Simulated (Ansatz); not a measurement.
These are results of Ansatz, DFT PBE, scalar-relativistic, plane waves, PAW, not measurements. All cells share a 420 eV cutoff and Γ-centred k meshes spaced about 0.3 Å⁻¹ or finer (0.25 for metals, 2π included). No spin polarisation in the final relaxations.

All energies are static (0 K, no zero-point motion). All come from trial cells, and lower structures may exist.

Question: Which of these relaxed structures of Al2Cu is the lowest in energy?
A.

```
CELL_PARAMETERS angstrom
-1.39185 1.39185 5.68252
1.39185 -1.39185 5.68252
1.39185 1.39185 -5.68252
ATOMIC_POSITIONS crystal
Al 0.65450 0.65450 0.00000
Al 0.34550 0.34550 0.00000
Cu 0.00000 0.00000 0.00000
```

B.

```
CELL_PARAMETERS angstrom
0.00000 2.89155 2.89155
2.89155 0.00000 2.89155
2.89155 2.89155 0.00000
ATOMIC_POSITIONS crystal
Al 0.25000 0.25000 0.25000
Al 0.75000 0.75000 0.75000
Cu 0.50000 0.50000 0.50000
```

C.

```
CELL_PARAMETERS angstrom
2.84475 0.00000 0.00000
0.00000 2.84475 0.00000
0.00000 0.00000 5.83322
ATOMIC_POSITIONS crystal
Al 0.50000 0.50000 0.72307
Al 0.50000 0.50000 0.27693
Cu 0.00000 0.00000 0.00000
```

D.

```
CELL_PARAMETERS angstrom
-3.04202 3.04202 2.41585
3.04202 -3.04202 2.41585
3.04202 3.04202 -2.41585
ATOMIC_POSITIONS crystal
Al 0.65758 0.84242 0.50000
Al 0.15758 0.65758 0.81516
Al 0.84242 0.34242 0.18484
Al 0.34242 0.15758 0.50000
Cu 0.25000 0.25000 0.00000
Cu 0.75000 0.75000 0.00000
```

Answer: B. It has the fluorite type, space group Fm-3m (No. 225); the next, D, with space group I4/mcm (No. 140), lies 25 meV/atom higher. Counting all near atoms (those within 1.25 times the shortest distance at each site; a plus sign parts nearer from farther groups), the lowest has Al 4+6, Cu 8 and the next has Al 11, Cu 10.

With atoms moved at random, Fm-3m and P4/mmm came back. Without a clear test, and held by symmetry: I4/mcm and I4/mmm. The I4/mcm cell has the structure into which a cell as deposited in COD relaxes. Some structure types and database cells were kept out of the candidates from the start, so a known form may be missing.
